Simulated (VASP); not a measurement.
# W (Im-3m) in VASP: settings compared

The runs below take W through equation of state, with PBE, PBEsol.

Everything below comes from runs of VASP 6.6.1. Logs are shortened: lines on timing, memory, paths and dates and some standing lists are left out, and cuts for length are marked.

## Step 1: The structure

It takes space group Im-3m (No. 229, cubic). Conventional cell: a = 3.165 Å, b = 3.165 Å, c = 3.165 Å, α = 90.00°, β = 90.00°, γ = 90.00°. W (site symmetry m-3m) has 8 W at 2.74 Å as nearest neighbours.

## Step 2: Equation of state, PBE, 14.90 Å³/atom (volume scaled by 0.94)

Input file INCAR:

```
SYSTEM = W
PREC = Accurate
ENCUT = 520
EDIFF = 1E-7
ISMEAR = -1
SIGMA = 0.05
LREAL = .False.
LASPH = .True.
NELM = 100
ALGO = Normal
ISIF = 2
LWAVE = .False.
LCHARG = .False.
GGA = PE
NBANDS = 13
```

Input file KPOINTS:

```
regular mesh
0
Gamma
  12 12 12
  0 0 0
```

Input file POSCAR:

```
W
1.0
   -1.5500431812      1.5500431812      1.5500431812
    1.5500431812     -1.5500431812      1.5500431812
    1.5500431812      1.5500431812     -1.5500431812
W
1
Direct
    0.0000000000      0.0000000000      0.0000000000
```

Potentials or basis: VASP PAW PBE potentials, release 64 (W_sv).

Run with:

```bash
$ cat potpaw_PBE.64/W_sv/POTCAR > POTCAR
$ mpirun -np 1 vasp_std > vasp.out
```

OUTCAR:

```text
SYSTEM = W
   PREC = Accurate
   ENCUT = 520
   EDIFF = 1E-7
   ISMEAR = -1
   LREAL = .False.
   LASPH = .True.
   NELM = 100
   ISIF = 2
   GGA = PE

 ion  position               nearest neighbor table
   1  0.000  0.000  0.000-

  LATTYP: Found a body centered cubic cell.
 ALAT       =     3.1000863624

  Lattice vectors:

 A1 = (  -1.5500431812,   1.5500431812,   1.5500431812)
 A2 = (   1.5500431812,  -1.5500431812,   1.5500431812)
 A3 = (   1.5500431812,   1.5500431812,  -1.5500431812)

Analysis of symmetry for initial positions (statically):
=====================================================================
 Subroutine PRICEL returns:
 Original cell was already a primitive cell.

 Routine SETGRP: Setting up the symmetry group for a
 body centered cubic supercell.

 Subroutine GETGRP returns: Found 48 space group operations
 (whereof 48 operations were pure point group operations)
 out of a pool of 48 trial point group operations.

The static configuration has the point symmetry O_h .

Analysis of symmetry for dynamics (positions and initial velocities):
=====================================================================
 Subroutine PRICEL returns:
 Original cell was already a primitive cell.

 Routine SETGRP: Setting up the symmetry group for a
 body centered cubic supercell.

 Subroutine GETGRP returns: Found 48 space group operations
 (whereof 48 operations were pure point group operations)
 out of a pool of 48 trial point group operations.

The dynamic configuration has the point symmetry O_h .

 Subroutine INISYM returns: Found 48 space group operations
 (whereof 48 operations are pure point group operations),
 and found     1 'primitive' translations

----------------------------------------------------------------------------------------

                                     Primitive cell

  volume of cell :      14.8967

  direct lattice vectors                    reciprocal lattice vectors
    -1.550043181  1.550043181  1.550043181     0.000000000  0.322571659  0.322571659
     1.550043181 -1.550043181  1.550043181     0.322571659  0.000000000  0.322571659
     1.550043181  1.550043181 -1.550043181     0.322571659  0.322571659  0.000000000

  length of vectors
     2.684753544  2.684753544  2.684753544     0.456185215  0.456185215  0.456185215

  position of ions in fractional coordinates (direct lattice)
     0.000000000  0.000000000  0.000000000

  ion indices of the primitive-cell ions
   primitive index   ion index
                 1           1

----------------------------------------------------------------------------------------

 KPOINTS: regular mesh

Automatic generation of k-mesh.
 Grid dimensions read from file:
 generate k-points for:   12   12   12

 Generating k-lattice:

  Cartesian coordinates                     Fractional coordinates (reciprocal lattice)
     0.000000000  0.026880972  0.026880972     0.083333333  0.000000000  0.000000000
     0.026880972  0.000000000  0.026880972     0.000000000  0.083333333  0.000000000
     0.026880972  0.026880972  0.000000000     0.000000000  0.000000000  0.083333333

  Length of vectors
     0.038015435  0.038015435  0.038015435

  Shift w.r.t. Gamma in fractional coordinates (k-lattice)
     0.000000000  0.000000000  0.000000000

 Subroutine IBZKPT returns following result:
 ===========================================

 Found     72 irreducible k-points:

 Following reciprocal coordinates:
            Coordinates               Weight
  0.000000  0.000000  0.000000      1.000000
  0.083333  0.000000  0.000000     12.000000
  0.166667  0.000000  0.000000     12.000000
  0.250000  0.000000  0.000000     12.000000
  0.333333  0.000000  0.000000     12.000000
  0.416667  0.000000  0.000000     12.000000
[... 42 lines left out ...]
 -0.250000  0.250000  0.166667     24.000000
 -0.333333  0.333333  0.166667     24.000000
 [... further k-points ...]
   k-points           NKPTS =     72   k-points in BZ     NKDIM =     72   number of bands    NBANDS=     13
   number of dos      NEDOS =    301   number of ions     NIONS =      1
   total plane-waves  NPLWV =   8000
   dimension x,y,z NGX =    20 NGY =   20 NGZ =   20
   dimension x,y,z NGXF=    40 NGYF=   40 NGZF=   40
   ions per type =               1
   NGX,Y,Z   is equivalent  to a cutoff of  12.38, 12.38, 12.38 a.u.
   NGXF,Y,Z  is equivalent  to a cutoff of  24.77, 24.77, 24.77 a.u.
 SYSTEM =  W
   PREC   = accura    normal or accurate (medium, high low for compatibility)
   ISTART =      0    job   : 0-new  1-cont  2-samecut
   ICHARG =      2    charge: 1-file 2-atom 10-const
   ISPIN  =      1    spin polarized calculation?
   LNONCOLLINEAR =      F non collinear calculations
   LSORBIT =      F    spin-orbit coupling
   LASPH  =      T    aspherical Exc in radial PAW
   ENCUT  =  520.0 eV  38.22 Ry    6.18 a.u.   4.99  4.99  4.99*2*pi/ulx,y,z
   NELM   =    100;   NELMIN=  2; NELMDL= -5     # of ELM steps
   EDIFF  = 0.1E-06   stopping-criterion for ELM
   LREAL  =      F    real-space projection
   EDIFFG = 0.1E-05   stopping-criterion for IOM
   NSW    =      0    number of steps for IOM
   IBRION =     -1    ionic relax: 0-MD 1-quasi-New 2-CG
   NFREE  =      0    steps in history (QN), initial steepest desc. (CG)
   ISIF   =      2    stress and relaxation
   ISYM   =      2    0-nonsym 1-usesym 2-fastsym
   POTIM  = 0.5000    time-step for ionic-motion
   TEBEG  =    0.0;   TEEND  =   0.0 temperature during run
   PSTRESS=    0.0 pullay stress
   NELECT =      14.0000    total number of electrons
   NUPDOWN=      -1.0000    fix difference up-down
   EMIN   =  10.00;   EMAX   =-10.00  energy-range for DOS
   EFERMI =   0.00;   METHOD = LEGACY
   ISMEAR =    -1;   SIGMA  =   0.05  broadening in eV -4-tet -1-fermi 0-gaus
   EFERMI_NEDOS =   21; number of points for ismear=-14 and -15
   IALGO  =     38    algorithm
   IMIX   =      4    mixing-type and parameters
     AMIX     =   0.40;   BMIX     =  1.00
     AMIX_MAG =   1.60;   BMIX_MAG =  1.00
  volume/ion in A,a.u.               =      14.90       100.53
  Fermi-wavevector in a.u.,A,eV,Ry     =   1.603567  3.030302 34.986380  2.571426
  Thomas-Fermi vector in A             =   2.700209
   LORBIT       =      0    0 simple, 1 ext, 2 COOP (PROOUT), +10 PAW based schemes
   GGA     = PE    functional components
   LHFCALC =     F    Hartree Fock is set to
   AEXX    =    0.0000 exact exchange contribution
   IVDW    =     0    specifies the selected vdW correction
   LEPSILON=     F    determine dielectric tensor
   LRPA    =     F    only Hartree local field effects (RPA)
 non-spin polarized calculation
  energy-cutoff  :      520.00
  volume of cell :       14.90
 maximum number of plane-waves:       420
   NGX =  9   NGY =  9   NGZ =  9

 number of electron      13.9999999 magnetization

 Free energy of the ion-electron system (eV)
  ---------------------------------------------------
  ext. energy  EPLUGINS =         0.00000000
  ---------------------------------------------------
  free energy    TOTEN  =       -12.84763724 eV

  energy without entropy =      -12.84247961  energy(sigma->0) =      -12.84505843

 E-fermi :  12.3462     XC(G=0): -13.9944

 val. band max:       12.3257475765   @ k =  -0.1667   0.1667   0.1667
 cond. band min:      12.3841914780   @ k =   0.4167   0.0833   0.0000
 fundamental gap:      0.0584439015
 Fermi energy:        12.3462326671

 k-point     1 :       0.0000    0.0000    0.0000
  band No.  band energies     occupation
      1     -61.7295      2.00000
      2     -25.1886      2.00000
      3     -25.1886      2.00000
      4     -25.1886      2.00000
      5       2.3888      2.00000
      6      11.0335      2.00000
      7      11.0336      2.00000
      8      11.0336      2.00000
      9      14.7801      0.00000
     10      14.7801      0.00000
     11      27.0171      0.00000
     12      27.0171      0.00000
     13      27.0171      0.00000

 k-point     2 :       0.0833    0.0000    0.0000
  band No.  band energies     occupation
      1     -61.7178      2.00000
      2     -25.3042      2.00000
      3     -25.2240      2.00000
      4     -25.1893      2.00000
      5       2.7491      2.00000
      6      10.8118      2.00000
      7      10.9747      2.00000
      8      11.3856      2.00000
      9      14.4393      0.00000
     10      14.7812      0.00000
     11      27.3268      0.00000
     12      27.6269      0.00000
     13      27.9216      0.00000

 k-point     3 :       0.1667    0.0000    0.0000
  band No.  band energies     occupation
      1     -61.6857      2.00000
      2     -25.6118      2.00000
      3     -25.3197      2.00000
      4     -25.1914      2.00000
      5       3.7228      2.00000
      6      10.2576      2.00000
      7      10.6947      2.00000
      8      12.4154      0.40081
      9      14.0086      0.00000
     10      14.8243      0.00000
     11      27.8890      0.00000
     12      29.3375      0.00000
     13      29.7469      0.00000

 k-point     4 :       0.2500    0.0000    0.0000
  band No.  band energies     occupation
      1     -61.6416      2.00000
      2     -26.0141      2.00000
      3     -25.4479      2.00000
      4     -25.1944      2.00000
      5       4.9272      2.00000
      6       9.5948      2.00000
      7      10.3837      2.00000
      8      14.0381      0.00000
      9      14.1125      0.00000
     10      14.9827      0.00000
     11      27.4755      0.00000
     12      29.7594      0.00000
     13      31.8970      0.00000

 k-point     5 :       0.3333    0.0000    0.0000
  band No.  band energies     occupation
      1     -61.5973      2.00000
      2     -26.3983      2.00000
      3     -25.5734      2.00000
      4     -25.1975      2.00000
      5       5.6564      2.00000
      6       9.0116      2.00000
      7      10.8965      2.00000
      8      14.5423      0.00000
      9      15.2787      0.00000
     10      16.0760      0.00000
     11      25.9437      0.00000
     12      27.5511      0.00000
     13      34.7839      0.00000
[... 513 lines left out ...]
 k-point    38 :      -0.2500    0.4167    0.0833
  band No.  band energies     occupation
      1     -61.5590      2.00000
      2     -26.3984      2.00000
      3     -25.7957      2.00000
      4     -25.4007      2.00000
      5       7.0668      2.00000
      6       8.9088      2.00000
      7      10.3461      2.00000
      8      13.2054      0.00000
      9      15.6805      0.00000
     10      17.7811      0.00000
     11      25.6816      0.00000
     12      29.8228      0.00000
     13      31.2553      0.00000

 k-point    39 :       0.5000    0.5000    0.0833
  band No.  band energies     occupation
      1     -61.5441      2.00000
      2     -26.7351      2.00000
      3     -25.7375      2.00000
      4     -25.2784      2.00000
      5       5.9824      2.00000
      6       8.8522      2.00000
      7      11.9850      1.99854
      8      13.9553      0.00000
      9      17.0786      0.00000
     10      19.0259      0.00000
     11      24.2767      0.00000
     12      25.3781      0.00000
     13      29.6689      0.00000

 k-point    40 :      -0.4167    0.5000    0.0833
  band No.  band energies     occupation
      1     -61.5366      2.00000
      2     -26.6522      2.00000
      3     -25.8187      2.00000
      4     -25.3628      2.00000
      5       6.5105      2.00000
      6       9.2032      2.00000
      7      10.8470      2.00000
      8      13.5744      0.00000
      9      17.0436      0.00000
     10      19.5281      0.00000
     11      24.0746      0.00000
     12      26.8548      0.00000
     13      29.6120      0.00000

 [... further k-points ...]

------------------------ aborting loop because EDIFF is reached ----------------------------------------

  FORCE on cell =-STRESS in cart. coord.  units (eV):
  Direction    XX          YY          ZZ          XY          YZ          ZX
  --------------------------------------------------------------------------------------
  -------------------------------------------------------------------------------------
  Total        2.7165626      2.7165626      2.7165626      0.0000000      0.0000000      0.0000000
  in kB      292.1722225    292.1722225    292.1722225      0.0000000      0.0000000      0.0000000
  external PRESSURE =     292.1722225 kB  Pullay stress =       0.0000000 kB

 VOLUME and BASIS-vectors are now :
 -----------------------------------------------------------------------------
  energy-cutoff  :      520.00
  volume of cell :       14.90
      direct lattice vectors                 reciprocal lattice vectors
    -1.550043181  1.550043181  1.550043181     0.000000000  0.322571659  0.322571659
     1.550043181 -1.550043181  1.550043181     0.322571659  0.000000000  0.322571659
     1.550043181  1.550043181 -1.550043181     0.322571659  0.322571659  0.000000000

 POSITION                                       TOTAL-FORCE (eV/Angst)
 -----------------------------------------------------------------------------------
      0.00000      0.00000      0.00000         0.000000     -0.000000     -0.000000
 -----------------------------------------------------------------------------------
    total drift:                                0.000000     -0.000000      0.000000

  FREE ENERGIE OF THE ION-ELECTRON SYSTEM (eV)
  ---------------------------------------------------
  free  energy   TOTEN  =       -12.8476372443 eV

  energy  without entropy=      -12.8424796102  energy(sigma->0) =      -12.84505843
```

Wall time 8.6 s (1 thread of Intel Xeon 6975P-C (Granite Rapids), shared host); peak memory 0.12 GiB.

Results:

| Property | Result |
| --- | --- |
| Free energy | -12.8476 eV |
| Pressure | 29.2 GPa |
| Band gap on the k mesh | none (metal or under the smearing width) |

(Continued in part 2 of 2.)
